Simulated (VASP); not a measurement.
# Mg3Te (I4/mmm) in VASP: further runs

The runs below take Mg3Te through single point, equation of state, with PBE, PBEsol.

Everything below comes from runs of VASP 6.6.1. Logs are shortened: lines on timing, memory, paths and dates and some standing lists are left out, and cuts for length are marked.

## 1. The crystal as given

The structure is tetragonal, space group I4/mmm (No. 139). Conventional cell: a = 4.279 Å, b = 4.279 Å, c = 10.565 Å, α = 90.00°, β = 90.00°, γ = 90.00°. Around Te (site symmetry 4/mmm) lie 12 Mg at 3.03 to 3.40 Å. Mg (site symmetry -4m2) is surrounded by 8 Mg at 3.03 to 3.40 Å and 4 Te at 3.40 Å. Around Mg (site symmetry 4/mmm) lie 4 Te at 3.03 Å and 8 Mg at 3.40 Å.

The cell comes from a database or a generator and needn't be the stable form of this composition.

## 2. Single point, PBE

File INCAR:

```
SYSTEM = Mg3Te
PREC     = Accurate       ! precision mode
ENCUT    = 520            ! plane-wave cutoff, eV
EDIFF    = 1E-7           ! SCF threshold, eV
ISMEAR   = -1             ! smearing method
SIGMA    = 0.05           ! smearing width, eV
LREAL    = .FALSE.        ! projectors in reciprocal space
LASPH    = .TRUE.         ! aspherical terms in the spheres
NELM     = 80             ! most SCF steps
ALGO     = Normal         ! electronic algorithm
ISIF     = 2              ! what is computed and relaxed
LWAVE    = .FALSE.        ! write WAVECAR
LCHARG   = .FALSE.        ! write CHGCAR
GGA      = PE             ! functional
NBANDS   = 14             ! bands
```

File KPOINTS:

```
Automatic mesh
0
G
  9 9 9
  0 0 0
```

File POSCAR:

```
Mg3Te
1.0
   -2.1393600000      2.1393600000      5.2824880000
    2.1393600000     -2.1393600000      5.2824880000
    2.1393600000      2.1393600000     -5.2824880000
Te Mg
1 3
Direct
    0.0000000000      0.0000000000      0.0000000000
    0.2500000000      0.7500000000      0.5000000000
    0.7500000000      0.2500000000      0.5000000000
    0.5000000000      0.5000000000      0.0000000000
```

Potentials or basis: VASP PAW PBE potentials, release 64 (Te, Mg).

On the command line:

```
$ cat potpaw_PBE.64/Te/POTCAR potpaw_PBE.64/Mg/POTCAR > POTCAR
$ mpirun -np 1 vasp_std > vasp.out
```

OUTCAR:

```text
SYSTEM = Mg3Te
   PREC = Accurate
   ENCUT = 520
   EDIFF = 1E-7
   ISMEAR = -1
   LREAL = .FALSE.
   LASPH = .TRUE.
   NELM = 80
   ISIF = 2
   GGA = PE

 ion  position               nearest neighbor table
   1  0.000  0.000  0.000-   4 3.03   4 3.03   4 3.03   4 3.03   3 3.40   2 3.40   3 3.40   2 3.40
                             3 3.40   3 3.40   2 3.40   2 3.40
   2  0.250  0.750  0.500-   3 3.03   3 3.03   3 3.03   3 3.03   4 3.40   1 3.40   4 3.40   4 3.40
                             1 3.40   1 3.40   4 3.40   1 3.40
   3  0.750  0.250  0.500-   2 3.03   2 3.03   2 3.03   2 3.03   4 3.40   1 3.40   4 3.40   1 3.40
                             4 3.40   4 3.40   1 3.40   1 3.40
   4  0.500  0.500  0.000-   1 3.03   1 3.03   1 3.03   1 3.03   3 3.40   2 3.40   3 3.40   3 3.40
                             2 3.40   2 3.40   3 3.40   2 3.40

  LATTYP: Found a body centered tetragonal cell.
 ALAT       =     4.2787200000
 C/A-ratio  =     2.4691907860

  Lattice vectors:

 A1 = (  -2.1393600000,   2.1393600000,   5.2824880000)
 A2 = (   2.1393600000,  -2.1393600000,   5.2824880000)
 A3 = (   2.1393600000,   2.1393600000,  -5.2824880000)

Analysis of symmetry for initial positions (statically):
=====================================================================
 Subroutine PRICEL returns:
 Original cell was already a primitive cell.

 Routine SETGRP: Setting up the symmetry group for a
 body centered tetragonal supercell.

 Subroutine GETGRP returns: Found 16 space group operations
 (whereof 16 operations were pure point group operations)
 out of a pool of 16 trial point group operations.

The static configuration has the point symmetry D_4h.

Analysis of symmetry for dynamics (positions and initial velocities):
=====================================================================
 Subroutine PRICEL returns:
 Original cell was already a primitive cell.

 Routine SETGRP: Setting up the symmetry group for a
 body centered tetragonal supercell.

 Subroutine GETGRP returns: Found 16 space group operations
 (whereof 16 operations were pure point group operations)
 out of a pool of 16 trial point group operations.

The dynamic configuration has the point symmetry D_4h.

 Subroutine INISYM returns: Found 16 space group operations
 (whereof 16 operations are pure point group operations),
 and found     1 'primitive' translations

----------------------------------------------------------------------------------------

                                     Primitive cell

  volume of cell :      96.7089

  direct lattice vectors                    reciprocal lattice vectors
    -2.139360000  2.139360000  5.282488000     0.000000000  0.233714756  0.094652368
     2.139360000 -2.139360000  5.282488000     0.233714756  0.000000000  0.094652368
     2.139360000  2.139360000 -5.282488000     0.233714756  0.233714756  0.000000000

  length of vectors
     6.087561243  6.087561243  6.087561243     0.252154036  0.252154036  0.330522577

  position of ions in fractional coordinates (direct lattice)
     0.000000000  0.000000000  0.000000000
     0.250000000  0.750000000  0.500000000
     0.750000000  0.250000000  0.500000000
     0.500000000  0.500000000  0.000000000

  ion indices of the primitive-cell ions
   primitive index   ion index
                 1           1
                 2           2
                 3           3
                 4           4

----------------------------------------------------------------------------------------

 KPOINTS: Automatic mesh

Automatic generation of k-mesh.
 Grid dimensions read from file:
 generate k-points for:    9    9    9

 Generating k-lattice:

  Cartesian coordinates                     Fractional coordinates (reciprocal lattice)
     0.000000000  0.025968306  0.010516930     0.111111111  0.000000000  0.000000000
     0.025968306  0.000000000  0.010516930     0.000000000  0.111111111  0.000000000
     0.025968306  0.025968306  0.000000000     0.000000000  0.000000000  0.111111111

  Length of vectors
     0.028017115  0.028017115  0.036724731

  Shift w.r.t. Gamma in fractional coordinates (k-lattice)
     0.000000000  0.000000000  0.000000000

 Subroutine IBZKPT returns following result:
 ===========================================

 Found     75 irreducible k-points:

 Following reciprocal coordinates:
            Coordinates               Weight
  0.000000  0.000000  0.000000      1.000000
  0.111111 -0.000000  0.000000      8.000000
  0.222222 -0.000000  0.000000      8.000000
  0.333333  0.000000  0.000000      8.000000
  0.444444 -0.000000  0.000000      8.000000
  0.111111  0.111111  0.000000      8.000000
[... 16 lines left out ...]
 -0.333333  0.333333  0.000000      4.000000
  0.444444  0.444444  0.000000      8.000000
 [... further k-points ...]
   k-points           NKPTS =     75   k-points in BZ     NKDIM =     75   number of bands    NBANDS=     14
   number of dos      NEDOS =    301   number of ions     NIONS =      4
   total plane-waves  NPLWV = 110592
   dimension x,y,z NGX =    48 NGY =   48 NGZ =   48
   dimension x,y,z NGXF=    96 NGYF=   96 NGZF=   96
   ions per type =               1   3
   NGX,Y,Z   is equivalent  to a cutoff of  13.11, 13.11, 13.11 a.u.
   NGXF,Y,Z  is equivalent  to a cutoff of  26.22, 26.22, 26.22 a.u.
 SYSTEM =  Mg3Te
   PREC   = accura    normal or accurate (medium, high low for compatibility)
   ISTART =      0    job   : 0-new  1-cont  2-samecut
   ICHARG =      2    charge: 1-file 2-atom 10-const
   ISPIN  =      1    spin polarized calculation?
   LNONCOLLINEAR =      F non collinear calculations
   LSORBIT =      F    spin-orbit coupling
   LASPH  =      T    aspherical Exc in radial PAW
   ENCUT  =  520.0 eV  38.22 Ry    6.18 a.u.  11.32 11.32 11.32*2*pi/ulx,y,z
   NELM   =     80;   NELMIN=  2; NELMDL= -5     # of ELM steps
   EDIFF  = 0.1E-06   stopping-criterion for ELM
   LREAL  =      F    real-space projection
   EDIFFG = 0.1E-05   stopping-criterion for IOM
   NSW    =      0    number of steps for IOM
   IBRION =     -1    ionic relax: 0-MD 1-quasi-New 2-CG
   NFREE  =      0    steps in history (QN), initial steepest desc. (CG)
   ISIF   =      2    stress and relaxation
   ISYM   =      2    0-nonsym 1-usesym 2-fastsym
   POTIM  = 0.5000    time-step for ionic-motion
   TEBEG  =    0.0;   TEEND  =   0.0 temperature during run
   PSTRESS=    0.0 pullay stress
   NELECT =      12.0000    total number of electrons
   NUPDOWN=      -1.0000    fix difference up-down
   EMIN   =  10.00;   EMAX   =-10.00  energy-range for DOS
   EFERMI =   0.00;   METHOD = LEGACY
   ISMEAR =    -1;   SIGMA  =   0.05  broadening in eV -4-tet -1-fermi 0-gaus
   EFERMI_NEDOS =   21; number of points for ismear=-14 and -15
   IALGO  =     38    algorithm
   IMIX   =      4    mixing-type and parameters
     AMIX     =   0.40;   BMIX     =  1.00
     AMIX_MAG =   1.60;   BMIX_MAG =  1.00
  volume/ion in A,a.u.               =      24.18       163.16
  Fermi-wavevector in a.u.,A,eV,Ry     =   0.816544  1.543045  9.071614  0.666745
  Thomas-Fermi vector in A             =   1.926832
   LORBIT       =      0    0 simple, 1 ext, 2 COOP (PROOUT), +10 PAW based schemes
   GGA     = PE    functional components
   LHFCALC =     F    Hartree Fock is set to
   AEXX    =    0.0000 exact exchange contribution
   IVDW    =     0    specifies the selected vdW correction
   LEPSILON=     F    determine dielectric tensor
   LRPA    =     F    only Hartree local field effects (RPA)
 non-spin polarized calculation
  energy-cutoff  :      520.00
  volume of cell :       96.71
 maximum number of plane-waves:      2628
 NGX is ok and might be reduce to    48
   NGX = 23   NGY = 23   NGZ = 23

 number of electron      12.0000000 magnetization

 Free energy of the ion-electron system (eV)
  ---------------------------------------------------
  ext. energy  EPLUGINS =         0.00000000
  ---------------------------------------------------
  free energy    TOTEN  =        -8.30580981 eV

  energy without entropy =       -8.28591763  energy(sigma->0) =       -8.29586372

 E-fermi :   4.5687     XC(G=0):  -8.9362

 val. band max:        4.5571319221   @ k =   0.2222   0.1111   0.1111
 cond. band min:       4.5733122760   @ k =  -0.1111  -0.2222   0.1111
 fundamental gap:      0.0161803538
 Fermi energy:         4.5686869879

 k-point     1 :       0.0000    0.0000    0.0000
  band No.  band energies     occupation
      1      -7.6841      2.00000
      2       0.2446      2.00000
      3       0.3723      2.00000
      4       1.9401      2.00000
      5       1.9401      2.00000
      6       4.8309      0.01050
      7       5.7640      0.00000
      8       6.1207      0.00000
      9       6.1207      0.00000
     10       6.3400      0.00000
     11       8.1114      0.00000
     12      11.0033      0.00000
     13      11.0033      0.00000
     14      11.2060      0.00000

 k-point     2 :       0.1111   -0.0000    0.0000
  band No.  band energies     occupation
      1      -7.6318      2.00000
      2      -0.1250      2.00000
      3       0.6601      2.00000
      4       1.6999      2.00000
      5       1.9838      2.00000
      6       4.6917      0.15737
      7       5.2168      0.00000
      8       6.2424      0.00000
      9       6.7115      0.00000
     10       6.7999      0.00000
     11       8.8833      0.00000
     12       9.6766      0.00000
     13      10.3787      0.00000
     14      11.7307      0.00000

 k-point     3 :       0.2222   -0.0000    0.0000
  band No.  band energies     occupation
      1      -7.4912      2.00000
      2      -0.5713      2.00000
      3       0.4250      2.00000
      4       1.8992      2.00000
      5       2.1029      2.00000
      6       3.7246      2.00000
      7       5.5807      0.00000
      8       6.5891      0.00000
      9       7.3690      0.00000
     10       7.8434      0.00000
     11       8.5226      0.00000
     12       9.2526      0.00000
     13      10.1355      0.00000
     14      11.2796      0.00000
[... 324 lines left out ...]
 k-point    23 :      -0.3333    0.3333    0.0000
  band No.  band energies     occupation
      1      -7.0275      2.00000
      2      -0.6855      2.00000
      3       0.1438      2.00000
      4       0.9738      2.00000
      5       2.6889      2.00000
      6       3.4590      2.00000
      7       3.6074      2.00000
      8       4.3149      1.98758
      9       8.0353      0.00000
     10       8.2441      0.00000
     11      10.1347      0.00000
     12      10.3243      0.00000
     13      10.9014      0.00000
     14      12.3606      0.00000

 k-point    24 :       0.4444    0.4444    0.0000
  band No.  band energies     occupation
      1      -6.8172      2.00000
      2      -0.5466      2.00000
      3      -0.2921      2.00000
      4       0.7646      2.00000
      5       2.1848      2.00000
      6       3.2252      2.00000
      7       4.4377      1.86423
      8       5.2727      0.00000
      9       5.9232      0.00000
     10       6.5350      0.00000
     11       9.7215      0.00000
     12      10.5772      0.00000
     13      12.2913      0.00000
     14      12.7767      0.00000

 [... further k-points ...]

------------------------ aborting loop because EDIFF is reached ----------------------------------------

  FORCE on cell =-STRESS in cart. coord.  units (eV):
  Direction    XX          YY          ZZ          XY          YZ          ZX
  --------------------------------------------------------------------------------------
  -------------------------------------------------------------------------------------
  Total        0.0717398      0.0717398     -0.0486160      0.0000000      0.0000000      0.0000000
  in kB        1.1885147      1.1885147     -0.8054226      0.0000000      0.0000000      0.0000000
  external PRESSURE =       0.5238689 kB  Pullay stress =       0.0000000 kB

 VOLUME and BASIS-vectors are now :
 -----------------------------------------------------------------------------
  energy-cutoff  :      520.00
  volume of cell :       96.71
      direct lattice vectors                 reciprocal lattice vectors
    -2.139360000  2.139360000  5.282488000     0.000000000  0.233714756  0.094652368
     2.139360000 -2.139360000  5.282488000     0.233714756  0.000000000  0.094652368
     2.139360000  2.139360000 -5.282488000     0.233714756  0.233714756  0.000000000

 POSITION                                       TOTAL-FORCE (eV/Angst)
 -----------------------------------------------------------------------------------
      0.00000      0.00000      0.00000        -0.000000     -0.000000     -0.000000
      2.13936      0.00000      2.64124         0.000000      0.000000     -0.000000
      0.00000      2.13936      2.64124        -0.000000      0.000000      0.000000
      0.00000      0.00000      5.28249        -0.000000     -0.000000     -0.000000
 -----------------------------------------------------------------------------------
    total drift:                                0.000000     -0.000000     -0.000000

  FREE ENERGIE OF THE ION-ELECTRON SYSTEM (eV)
  ---------------------------------------------------
  free  energy   TOTEN  =        -8.3058098147 eV

  energy  without entropy=       -8.2859176310  energy(sigma->0) =       -8.29586372
```

Wall time 2 min (1 thread of Intel Xeon Platinum 8488C (Sapphire Rapids), shared host); peak memory 0.38 GiB.

What came out:

| Property | Result |
| --- | --- |
| Free energy | -8.3058 eV |
| Pressure | 0.1 GPa |
| Band gap on the k mesh | none (metal or under the smearing width) |

Stress tensor (GPa, compression positive):
```
 0.12  0.00  0.00
 0.00  0.12  0.00
 0.00  0.00 -0.08
```

## 3. Single point, PBE (atoms moved at random, drawn with an rms of 0.05 Å)

File INCAR:

```
  PREC = Accurate
  ENCUT = 520
  EDIFF = 1E-7
  ISMEAR = -1
  SIGMA = 0.05
  LREAL = F
  LASPH = T
  NELM = 80
  ALGO = Normal
  ISIF = 2
  LWAVE = F
  LCHARG = F
  GGA = PE
  NBANDS = 14
```

File KPOINTS:

```
regular mesh
0
Gamma
  9 9 9
```

File POSCAR:

```
Mg3Te
1.0
   -2.1393600000      2.1393600000      5.2824880000
    2.1393600000     -2.1393600000      5.2824880000
    2.1393600000      2.1393600000     -5.2824880000
Te Mg
1 3
Direct
    0.0041340000     -0.0009310000      0.0022340000
    0.2489900000      0.7589190000      0.5030360000
    0.7536050000      0.2463450000      0.4984110000
    0.4911550000      0.5146360000      0.0038850000
```

Potentials or basis: VASP PAW PBE potentials, release 64 (Te, Mg).

On the command line:

```
$ cat potpaw_PBE.64/Te/POTCAR potpaw_PBE.64/Mg/POTCAR > POTCAR
$ mpirun -np 1 vasp_std > vasp.out
```

Run time: 9.1 min. Hardware: 1 thread of Intel Xeon Platinum 8488C (Sapphire Rapids), shared host; peak memory 0.71 GiB.

The run converged. Its results:

```yaml
Free_energy: -8.2935 eV
Pressure: 0.1 GPa
Largest_force: 0.210 eV/Å
Band_gap_on_the_k_mesh: none (metal or under the smearing width)
```

Forces in eV/Å, atoms in the order of the input:
```
Te   0.129 -0.115  0.011
Mg  -0.100  0.056 -0.020
Mg   0.129 -0.077 -0.006
Mg  -0.159  0.136  0.015
```

Stress tensor (GPa, compression positive):
```
 0.25 -0.12 -0.07
-0.12  0.19 -0.03
-0.07 -0.03 -0.03
```

Levels at points of the mesh, in eV from the Fermi level:
```
           k point  band 4  band 5  band 6  band 7  band 8  band 9
(0.00, 0.00, 0.00)   -2.64   -2.63    0.27    1.20    1.55    1.56
```

The run has no spin-orbit coupling, so splittings on Te are missing.

## 4. Equation of state, PBE, 22.73 Å³/atom (volume scaled by 0.94)

File INCAR:

```
ALGO = Normal
EDIFF = 1E-7
ENCUT = 520
GGA = PE
ISIF = 2
ISMEAR = -1
LASPH = True
LCHARG = False
LREAL = False
LWAVE = False
NBANDS = 14
NELM = 80
PREC = Accurate
SIGMA = 0.05
```

File KPOINTS:

```
k-points
0
Gamma
  9 9 9
```

File POSCAR:

```
Mg3Te
1.0
   -2.0956873375      2.0956873375      5.1746518643
    2.0956873375     -2.0956873375      5.1746518643
    2.0956873375      2.0956873375     -5.1746518643
Te Mg
1 3
Direct
    0.0000000000      0.0000000000      0.0000000000
    0.2500000000      0.7500000000      0.5000000000
    0.7500000000      0.2500000000      0.5000000000
    0.5000000000      0.5000000000      0.0000000000
```

On the command line:

```
$ cat potpaw_PBE.64/Te/POTCAR potpaw_PBE.64/Mg/POTCAR > POTCAR
$ mpirun -np 1 vasp_std > vasp.out
```

Run time: 1.8 min. Hardware: 1 thread of Intel Xeon Platinum 8488C (Sapphire Rapids), shared host; peak memory 0.37 GiB.

The run converged. Its results:

| Item | Value |
| --- | --- |
| Free energy | -8.2584 eV |
| Pressure | 2.7 GPa |
| Band gap on the k mesh | none (metal or under the smearing width) |

## 5. Equation of state, PBE, 23.21 Å³/atom (volume scaled by 0.96)

File INCAR:

```
SYSTEM = Mg3Te
PREC = Accurate ; ENCUT = 520
EDIFF = 1E-7 ; ISMEAR = -1
SIGMA = 0.05 ; LREAL = .False.
LASPH = .True. ; NELM = 100
ALGO = Normal ; ISIF = 2
LWAVE = .False. ; LCHARG = .False.
GGA = PE ; NBANDS = 14
```

File KPOINTS:

```
regular mesh
0
Gamma
  9 9 9
  0 0 0
```

File POSCAR:

```
Mg3Te
1.0
   -2.1104461853      2.1104461853      5.2110942752
    2.1104461853     -2.1104461853      5.2110942752
    2.1104461853      2.1104461853     -5.2110942752
Te Mg
1 3
Direct
    0.0000000000      0.0000000000      0.0000000000
    0.2500000000      0.7500000000      0.5000000000
    0.7500000000      0.2500000000      0.5000000000
    0.5000000000      0.5000000000      0.0000000000
```

On the command line:

```
$ cat potpaw_PBE.64/Te/POTCAR potpaw_PBE.64/Mg/POTCAR > POTCAR
$ mpirun -np 1 vasp_std > vasp.out
```

It took 2.1 min on 1 thread of Intel Xeon Platinum 8488C (Sapphire Rapids), shared host; peak memory 0.37 GiB.

Results (log left out):

```
Free energy            : -8.2850 eV
Pressure               : 1.7 GPa
Band gap on the k mesh : none (metal or under the smearing width)
```

## 6. Equation of state, PBE, 23.69 Å³/atom (volume scaled by 0.98)

File INCAR:

```
SYSTEM = Mg3Te
ALGO = Normal
EDIFF = 1E-7
ENCUT = 520
GGA = PE
ISIF = 2
ISMEAR = -1
LASPH = .True.
LCHARG = .False.
LREAL = .False.
LWAVE = .False.
NBANDS = 14
NELM = 80
PREC = Accurate
SIGMA = 0.05
```

File KPOINTS:

```
k-points
0
Gamma
  9 9 9
  0 0 0
```

File POSCAR:

```
Mg3Te
1.0
   -2.1250014466      2.1250014466      5.2470339922
    2.1250014466     -2.1250014466      5.2470339922
    2.1250014466      2.1250014466     -5.2470339922
Te Mg
1 3
Direct
    0.0000000000      0.0000000000      0.0000000000
    0.2500000000      0.7500000000      0.5000000000
    0.7500000000      0.2500000000      0.5000000000
    0.5000000000      0.5000000000      0.0000000000
```

Potentials or basis: VASP PAW PBE potentials, release 64 (Te, Mg).

On the command line:

```
$ cat potpaw_PBE.64/Te/POTCAR potpaw_PBE.64/Mg/POTCAR > POTCAR
$ mpirun -np 1 vasp_std > vasp.out
```

Run time: 2.1 min. Hardware: 1 thread of Intel Xeon Platinum 8488C (Sapphire Rapids), shared host; peak memory 0.38 GiB.

Results (log left out):

```
Free energy            : -8.3005 eV
Pressure               : 0.8 GPa
Band gap on the k mesh : none (metal or under the smearing width)
```

[end of part 1 of 2]
